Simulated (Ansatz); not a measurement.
**SnSe2 in Ansatz: the effect of functional**

SnSe2:

```
Sn Se
1.0
     3.83624    0.00000    0.00000
    -1.91812    3.32228    0.00000
     0.00000    0.00000    6.17664
Sn Se
1 2
Direct
  0.00000 0.00000 0.00000
  0.66667 0.33333 0.75100
  0.33333 0.66667 0.24900
```

The cell isn't the ideal one: volume scaled by 1.02.

Alike in all runs:

* Program: Ansatz 0.2.0
* Task: single point
* Potentials or basis: Ansatz PAW
* k mesh: 8 × 8 × 5
* Occupations: fermi-dirac, width 0.05 eV
* Spin: no spin polarisation

**Question.** One run gave: gap on the mesh 1.06 eV; pressure 2.0 GPa; largest force 0.32 eV/Å. Which functional did it use?
A. PBE
B. LDA
C. r2SCAN

**Answer.** C.

```csv
functional,cutoff,gap on the mesh (eV),pressure (GPa),largest force (eV/Å)
LDA,420 eV (not typed: the program's choice for these potentials),0.65,-0.6,0.29
r2SCAN,500 eV (not typed: the program's choice for these potentials),1.06,2.0,0.32
PBE,420 eV (not typed: the program's choice for these potentials),0.78,4.0,0.59
```

Caveats: odd divisions of the mesh miss points on the zone boundary, where band edges often lie, so the gap on the mesh can be too wide; spin-orbit coupling is left out, which moves the levels of the heavy elements; the PAW data sets come from PBE, with cores solved anew for the run's functional, which leaves a small shift of forces and pressure (some runs); this functional lacks dispersion, which binds the layers, so the pressure and a relaxed spacing across them are unreliable (some runs).

A k mesh can miss the band edges.
